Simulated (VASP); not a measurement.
# SGeH2 in VASP: further runs

The runs below take SGeH2 through single point, relaxation of the atoms, with PBE+TS, r2SCAN, HSE06+D3(BJ).

All numbers are computed with VASP 6.6.1; they aren't measurements. Logs are shortened: lines on timing, memory, paths and dates and some standing lists are left out, and cuts for length are marked.

## Step 1: Starting point

The cell holds a molecule in a box, 4 atoms: a = 11.000 Å, b = 12.000 Å, c = 11.000 Å, α = 90.00°, β = 90.00°, γ = 90.00°.

## Step 2: Single point, PBE+TS

The input, INCAR:

```
  ALGO = Normal
  EDIFF = 1E-6
  ENCUT = 520
  GGA = PE
  ISIF = 2
  ISMEAR = 0
  IVDW = 2
  LASPH = T
  LCHARG = T
  LELF = T
  LREAL = F
  LVACPOTAV = T
  LVHAR = T
  LWAVE = F
  NELM = 80
  PREC = Accurate
  SIGMA = 0.01
```

The input, KPOINTS:

```
k-points
0
Gamma
  1 1 1
```

The input, POSCAR:

```
GeH2S
1.0
   11.0000000000      0.0000000000      0.0000000000
    0.0000000000     12.0000000000      0.0000000000
    0.0000000000      0.0000000000     11.0000000000
S Ge H
1 1 2
Direct
    0.4637227300      0.3947625000      0.5265363600
    0.4275045500      0.5564041700      0.4342363600
    0.5748590900      0.4147375000      0.5719454500
    0.5550409100      0.6087375000      0.4728000000
```

Potentials or basis: VASP PAW PBE potentials, release 64 (S, Ge_d, H).

Run with:

```sh
> cat potpaw_PBE.64/S/POTCAR potpaw_PBE.64/Ge_d/POTCAR potpaw_PBE.64/H/POTCAR > POTCAR
> mpirun -np 1 vasp_gam > vasp.out
```

OUTCAR:

```text
EDIFF = 1E-6
   ENCUT = 520
   GGA = PE
   ISIF = 2
   ISMEAR = 0
   IVDW = 2
   LASPH = T
   LREAL = F
   NELM = 80
   PREC = Accurate
  IVDW =   2

 ion  position               nearest neighbor table
   1  0.464  0.395  0.527-   3 1.34   2 2.23
   2  0.428  0.556  0.434-   4 1.59   1 2.23
   3  0.575  0.415  0.572-   1 1.34
   4  0.555  0.609  0.473-   2 1.59

  LATTYP: Found a simple tetragonal cell.
 ALAT       =    11.0000000000
 C/A-ratio  =     1.0909090909

  Lattice vectors:

 A1 = ( -11.0000000000,   0.0000000000,   0.0000000000)
 A2 = (   0.0000000000,   0.0000000000,  11.0000000000)
 A3 = (   0.0000000000,  12.0000000000,   0.0000000000)

Analysis of symmetry for initial positions (statically):
=====================================================================
 Subroutine PRICEL returns:
 Original cell was already a primitive cell.

 Routine SETGRP: Setting up the symmetry group for a
 simple tetragonal supercell.

 Subroutine GETGRP returns: Found  1 space group operations
 (whereof  1 operations were pure point group operations)
 out of a pool of 16 trial point group operations.

The static configuration has the point symmetry C_1 .

Analysis of symmetry for dynamics (positions and initial velocities):
=====================================================================
 Subroutine PRICEL returns:
 Original cell was already a primitive cell.

 Routine SETGRP: Setting up the symmetry group for a
 simple tetragonal supercell.

 Subroutine GETGRP returns: Found  1 space group operations
 (whereof  1 operations were pure point group operations)
 out of a pool of 16 trial point group operations.

The dynamic configuration has the point symmetry C_1 .

 Subroutine INISYM returns: Found  1 space group operations
 (whereof  1 operations are pure point group operations),
 and found     1 'primitive' translations

----------------------------------------------------------------------------------------

                                     Primitive cell

  volume of cell :    1452.0000

  direct lattice vectors                    reciprocal lattice vectors
    11.000000000  0.000000000  0.000000000     0.090909091  0.000000000  0.000000000
     0.000000000 12.000000000  0.000000000     0.000000000  0.083333333  0.000000000
     0.000000000  0.000000000 11.000000000     0.000000000  0.000000000  0.090909091

  length of vectors
    11.000000000 12.000000000 11.000000000     0.090909091  0.083333333  0.090909091

  position of ions in fractional coordinates (direct lattice)
     0.463722730  0.394762500  0.526536360
     0.427504550  0.556404170  0.434236360
     0.574859090  0.414737500  0.571945450
     0.555040910  0.608737500  0.472800000

  ion indices of the primitive-cell ions
   primitive index   ion index
                 1           1
                 2           2
                 3           3
                 4           4

----------------------------------------------------------------------------------------

 KPOINTS: k-points

Automatic generation of k-mesh.
 Grid dimensions read from file:
 generate k-points for:    1    1    1

 Generating k-lattice:

  Cartesian coordinates                     Fractional coordinates (reciprocal lattice)
     0.090909091  0.000000000  0.000000000     1.000000000  0.000000000  0.000000000
     0.000000000  0.083333333  0.000000000     0.000000000  1.000000000  0.000000000
     0.000000000  0.000000000  0.090909091     0.000000000  0.000000000  1.000000000

  Length of vectors
     0.090909091  0.083333333  0.090909091

  Shift w.r.t. Gamma in fractional coordinates (k-lattice)
     0.000000000  0.000000000  0.000000000

 Subroutine IBZKPT returns following result:
 ===========================================

 Found      1 irreducible k-points:

 Following reciprocal coordinates:
            Coordinates               Weight
  0.000000  0.000000  0.000000      1.000000
   k-points           NKPTS =      1   k-points in BZ     NKDIM =      1   number of bands    NBANDS=     15
   number of dos      NEDOS =    301   number of ions     NIONS =      4
   total plane-waves  NPLWV = 635040
   dimension x,y,z NGX =    84 NGY =   90 NGZ =   84
   dimension x,y,z NGXF=   168 NGYF=  180 NGZF=  168
   ions per type =               1   1   2
   NGX,Y,Z   is equivalent  to a cutoff of  12.70, 12.47, 12.70 a.u.
   NGXF,Y,Z  is equivalent  to a cutoff of  25.39, 24.94, 25.39 a.u.
 SYSTEM =  unknown system
   PREC   = accura    normal or accurate (medium, high low for compatibility)
   ISTART =      0    job   : 0-new  1-cont  2-samecut
   ICHARG =      2    charge: 1-file 2-atom 10-const
   ISPIN  =      1    spin polarized calculation?
   LNONCOLLINEAR =      F non collinear calculations
   LSORBIT =      F    spin-orbit coupling
   LASPH  =      T    aspherical Exc in radial PAW
   ENCUT  =  520.0 eV  38.22 Ry    6.18 a.u.  20.45 22.31 20.45*2*pi/ulx,y,z
   NELM   =     80;   NELMIN=  2; NELMDL= -5     # of ELM steps
   EDIFF  = 0.1E-05   stopping-criterion for ELM
   LREAL  =      F    real-space projection
   EDIFFG = 0.1E-04   stopping-criterion for IOM
   NSW    =      0    number of steps for IOM
   IBRION =     -1    ionic relax: 0-MD 1-quasi-New 2-CG
   NFREE  =      0    steps in history (QN), initial steepest desc. (CG)
   ISIF   =      2    stress and relaxation
   ISYM   =      2    0-nonsym 1-usesym 2-fastsym
   POTIM  = 0.5000    time-step for ionic-motion
   TEBEG  =    0.0;   TEEND  =   0.0 temperature during run
   PSTRESS=    0.0 pullay stress
   NELECT =      22.0000    total number of electrons
   NUPDOWN=      -1.0000    fix difference up-down
   EMIN   =  10.00;   EMAX   =-10.00  energy-range for DOS
   EFERMI =   0.00;   METHOD = LEGACY
   ISMEAR =     0;   SIGMA  =   0.01  broadening in eV -4-tet -1-fermi 0-gaus
   EFERMI_NEDOS =   21; number of points for ismear=-14 and -15
   IALGO  =     38    algorithm
   IMIX   =      4    mixing-type and parameters
     AMIX     =   0.40;   BMIX     =  1.00
     AMIX_MAG =   1.60;   BMIX_MAG =  1.00
  volume/ion in A,a.u.               =     363.00      2449.64
  Fermi-wavevector in a.u.,A,eV,Ry     =   0.405098  0.765524  2.232777  0.164104
  Thomas-Fermi vector in A             =   1.357169
   LORBIT       =      0    0 simple, 1 ext, 2 COOP (PROOUT), +10 PAW based schemes
   GGA     = PE    functional components
   LHFCALC =     F    Hartree Fock is set to
   AEXX    =    0.0000 exact exchange contribution
   IVDW    =     2    specifies the selected vdW correction
   LEPSILON=     F    determine dielectric tensor
   LRPA    =     F    only Hartree local field effects (RPA)
 non-spin polarized calculation
 Gauss-broadening in eV      SIGMA  =   0.01
  energy-cutoff  :      520.00
  volume of cell :     1452.00
 maximum number of plane-waves:     19579
 NGX is ok and might be reduce to    84
   NGX = 41   NGY = 45   NGZ = 41

 number of electron      22.0000010 magnetization

 Free energy of the ion-electron system (eV)
  ---------------------------------------------------
  ext. energy  EPLUGINS =         0.00000000
  ---------------------------------------------------
  free energy    TOTEN  =       -14.47411501 eV

  energy without entropy =      -14.47411501  energy(sigma->0) =      -14.47411501

 E-fermi :  -5.7387     XC(G=0):  -0.8957

 val. band max:       -5.8408131433   @ k =   0.0000   0.0000   0.0000
 cond. band min:      -3.0787275529   @ k =   0.0000   0.0000   0.0000
 fundamental gap:      2.7620855904
 Fermi energy:        -5.7387009857

 k-point     1 :       0.0000    0.0000    0.0000
  band No.  band energies     occupation
      1     -28.7527      2.00000
      2     -28.7023      2.00000
      3     -28.5925      2.00000
      4     -28.4982      2.00000
      5     -28.4425      2.00000
      6     -18.0237      2.00000
      7     -12.4737      2.00000
      8      -9.8962      2.00000
      9      -7.1195      2.00000
     10      -6.6626      2.00000
     11      -5.8408      2.00000
     12      -3.0787      0.00000
     13      -0.9393      0.00000
     14      -0.4781      0.00000
     15       0.0899      0.00000

------------------------ aborting loop because EDIFF is reached ----------------------------------------

  Hirshfeld charges:
            ion         q(e)
   ------------------------------
      1     S       -0.11505627
      2     Ge       0.18652190
      3     H        0.04432320
      4     H       -0.11578883

  Tkatchenko/Scheffler method for vdW energy calculation

  Number of pair interactions contributing to vdW energy:    3568

  Edisp (eV):   -0.00543

  FORCE on cell =-STRESS in cart. coord.  units (eV):
  Direction    XX          YY          ZZ          XY          YZ          ZX
  --------------------------------------------------------------------------------------
  -------------------------------------------------------------------------------------
  Total       0.38564     0.47462     0.15251     0.00493    -0.21730     0.20648
  in kB       0.42553     0.52371     0.16828     0.00543    -0.23977     0.22784
  external pressure =        0.37 kB  Pullay stress =        0.00 kB

 VOLUME and BASIS-vectors are now :
 -----------------------------------------------------------------------------
  energy-cutoff  :      520.00
  volume of cell :     1452.00
      direct lattice vectors                 reciprocal lattice vectors
    11.000000000  0.000000000  0.000000000     0.090909091  0.000000000  0.000000000
     0.000000000 12.000000000  0.000000000     0.000000000  0.083333333  0.000000000
     0.000000000  0.000000000 11.000000000     0.000000000  0.000000000  0.090909091

 POSITION                                       TOTAL-FORCE (eV/Angst)
 -----------------------------------------------------------------------------------
      5.10095      4.73715      5.79190        -0.115278     -0.269117      0.057449
      4.70255      6.67685      4.77660        -0.190162      0.193271     -0.175205
      6.32345      4.97685      6.29140         0.175968      0.020716      0.077285
      6.10545      7.30485      5.20080         0.129472      0.055130      0.040471
 -----------------------------------------------------------------------------------
    total drift:                                0.001820      0.000644      0.000547

  FREE ENERGIE OF THE ION-ELECTRON SYSTEM (eV)
  ---------------------------------------------------
  free  energy   TOTEN  =       -14.4795448266 eV

  energy  without entropy=      -14.4795448266  energy(sigma->0) =      -14.47954483
```

It took 1.8 min on 1 thread of Intel Xeon Platinum 8488C (Sapphire Rapids), shared host; peak memory 1.1 GiB.

Results:

- Free energy: -14.4795 eV
- Largest force: 0.323 eV/Å
- Gap between the frontier levels: 2.76 eV
- Hirshfeld charges: S -0.12; Ge +0.19; H +0.04, -0.12 e
- Dispersion energy per atom: -0.001 eV

Forces on the atoms (eV/Å):
```
S   -0.115 -0.269  0.057
Ge  -0.190  0.193 -0.175
H    0.176  0.021  0.077
H    0.129  0.055  0.040
```

Levels at points of the mesh, in eV from the valence-band top:
```tsv
k point	band 9	band 10	band 11	band 12	band 13	band 14
(0.00, 0.00, 0.00)	-1.28	-0.82	0.00	2.76	4.90	5.36
```

## Step 3: Relaxation of the atoms, r2SCAN

The input, INCAR:

```
SYSTEM = GeH2S
PREC     = Accurate       ! precision mode
ENCUT    = 520            ! plane-wave cutoff, eV
EDIFF    = 1E-7           ! SCF threshold, eV
ISMEAR   = 0              ! smearing method
SIGMA    = 0.01           ! smearing width, eV
LREAL    = .False.        ! projectors in reciprocal space
LASPH    = .True.         ! aspherical terms in the spheres
NELM     = 60             ! most SCF steps
ALGO     = Normal         ! electronic algorithm
ISIF     = 2              ! what is computed and relaxed
LWAVE    = .False.        ! write WAVECAR
LCHARG   = .False.        ! write CHGCAR
METAGGA  = R2SCAN         ! meta-GGA
LMIXTAU  = .True.       
IBRION   = 2              ! ionic algorithm
NSW      = 40             ! ionic steps
EDIFFG   = -0.02          ! ionic threshold
```

The input, KPOINTS:

```
Automatic mesh
0
Gamma
  1 1 1
  0 0 0
```

POSCAR is that of step 2.

Potentials or basis: VASP PAW PBE potentials, release 64 (S, Ge_d, H).

Run with:

```sh
> cat potpaw_PBE.64/S/POTCAR potpaw_PBE.64/Ge_d/POTCAR potpaw_PBE.64/H/POTCAR > POTCAR
> mpirun -np 1 vasp_gam > vasp.out
```

It took 18 min on 1 thread of Intel Xeon Platinum 8488C (Sapphire Rapids), shared host; peak memory 1.5 GiB.

Results (log left out):

```
Free energy                     : -27.6609 eV
Energy gained by relaxing       : 0.1 meV/atom
Ionic steps                     : 5
Largest force after relaxing    : 0.011 eV/Å
Gap between the frontier levels : 3.12 eV
```

Forces on the atoms (eV/Å):
```
S    0.006  0.008  0.000
Ge  -0.010 -0.001 -0.004
H    0.003  0.002  0.000
H    0.001 -0.009  0.004
```

The path:
| step | energy change (eV) | largest force (eV/Å) | pressure (GPa) |
| --- | --- | --- | --- |
| 1 | 0.0000 | 0.0793 | -0.01 |
| 2 | -0.0001 | 0.0899 | 0.00 |
| 3 | -0.0003 | 0.0318 | -0.01 |
| 4 | -0.0003 | 0.0247 | 0.00 |
| 5 | -0.0003 | 0.0108 | -0.01 |

Final structure:
```
S Ge H
1.0
    11.00000    0.00000    0.00000
     0.00000   12.00000    0.00000
     0.00000    0.00000   11.00000
S Ge H
1 1 2
Cartesian
  5.1021 4.7380 5.7921
  4.7050 6.6777 4.7775
  6.3227 4.9768 6.2910
  6.1027 7.3031 5.2001
```

Levels at points of the mesh, in eV from the valence-band top:
```tsv
k point	band 7	band 8	band 9	band 10	band 11	band 12	band 13	band 14	band 15
(0.00, 0.00, 0.00)	-6.84	-4.20	-1.33	-0.83	0.00	3.12	5.60	6.08	6.50
```

Caveat: the PAW data sets were made with another functional, which shifts forces and pressure a little.

## Step 4: Single point, HSE06+D3(BJ)

The input, POSCAR:

```
GeH2S
1.0
   11.0000000000      0.0000000000      0.0000000000
    0.0000000000     12.0000000000      0.0000000000
    0.0000000000      0.0000000000     11.0000000000
S Ge H
1 1 2
Cartesian
    5.1009500300      4.7371500000      5.7918999600
    4.7025500500      6.6768500400      4.7765999600
    6.3234499900      4.9768500000      6.2913999500
    6.1054500100      7.3048500000      5.2008000000
```

The input, INCAR.step1:

```
ALGO = Normal ; EDIFF = 1E-5
ENCUT = 520 ; GGA = PE
ISIF = 2 ; ISMEAR = 0
LASPH = T ; LCHARG = F
LREAL = F ; LWAVE = T
NELM = 100 ; PREC = Accurate
SIGMA = 0.01
```

The input, INCAR.step2:

```
ALGO = Normal ; EDIFF = 1E-7
ENCUT = 520 ; GGA = PE
HFSCREEN = 0.2 ; ISIF = 2
ISMEAR = 0 ; ISTART = 1
IVDW = 12 ; LASPH = T
LCHARG = F ; LHFCALC = T
LREAL = F ; LWAVE = F
NELM = 100 ; PREC = Accurate
PRECFOCK = Fast ; SIGMA = 0.01
VDW_A1 = 0.383 ; VDW_A2 = 5.685
VDW_S6 = 1.0 ; VDW_S8 = 2.31
```

The input, KPOINTS:

```
k-points
0
Gamma
  1 1 1
```

Run with:

```sh
> cat potpaw_PBE.64/S/POTCAR potpaw_PBE.64/Ge_d/POTCAR potpaw_PBE.64/H/POTCAR > POTCAR
> cp INCAR.step1 INCAR
> mpirun -np 1 vasp_gam > vasp.out
> cp INCAR.step2 INCAR
> mpirun -np 1 vasp_gam > vasp.out
```

Run time: 8.6 min. Hardware: 1 thread of Intel Xeon Platinum 8488C (Sapphire Rapids), shared host; peak memory 1.2 GiB.

It converged, with:

| Item | Value |
| --- | --- |
| Free energy | -17.5370 eV |
| Largest force | 0.120 eV/Å |
| Gap between the frontier levels | 3.84 eV |
| Dispersion energy per atom | -0.015 eV |

Forces on the atoms (eV/Å):
```
S    0.106  0.041  0.033
Ge   0.071  0.012  0.027
H   -0.109 -0.013 -0.048
H   -0.068 -0.039 -0.012
```

Levels at points of the mesh, in eV from the valence-band top:
```csv
k point,band 8,band 9,band 10,band 11,band 12,band 13,band 14,band 15
"(0.00, 0.00, 0.00)",-4.39,-1.40,-0.85,0.00,3.84,5.91,6.34,6.82
```

Caveat: the PAW data sets were made with another functional, which shifts forces and pressure a little.

## Step 5: For comparison

An earlier run on the cell as given: functional PBE; potentials or basis VASP PAW PBE potentials, release 64 (S, Ge_d, H); cutoff 520 eV; k mesh 1 × 1 × 1; occupations gaussian, width 0.01 eV; no spin polarisation.

* Largest force: 0.317 eV/Å
* Gap between the frontier levels: 2.76 eV

## Step 6: The runs side by side

| task | level | cell | grid for exact exchange (PRECFOCK) | screening parameter | gap on the mesh (eV) | largest force (eV/Å) |
| --- | --- | --- | --- | --- | --- | --- |
| single point | PBE+TS | as given | - | - | 2.76 | 0.32 |
| relaxation of the atoms | r2SCAN | atoms relaxed | - | - | 3.12 | 0.01 |
| single point | HSE06+D3(BJ) | as given | Fast | 0.2 1/A | 3.84 | 0.12 |
| single point | PBE | as given | - | - | 2.76 | 0.32 |

Alike in all rows: potentials or basis VASP PAW PBE potentials, release 64 (S, Ge_d, H); no spin polarisation; k mesh 1 × 1 × 1; cutoff (eV) 520; smearing gaussian 0.01 eV.

On the cell as given the gap runs from 2.76 eV (PBE+TS) to 3.84 eV (HSE06+D3(BJ)).

Caveats: the PAW data sets were made with another functional, which shifts forces and pressure a little (some runs).

Absolute energies hang on the potentials; compare differences alone.
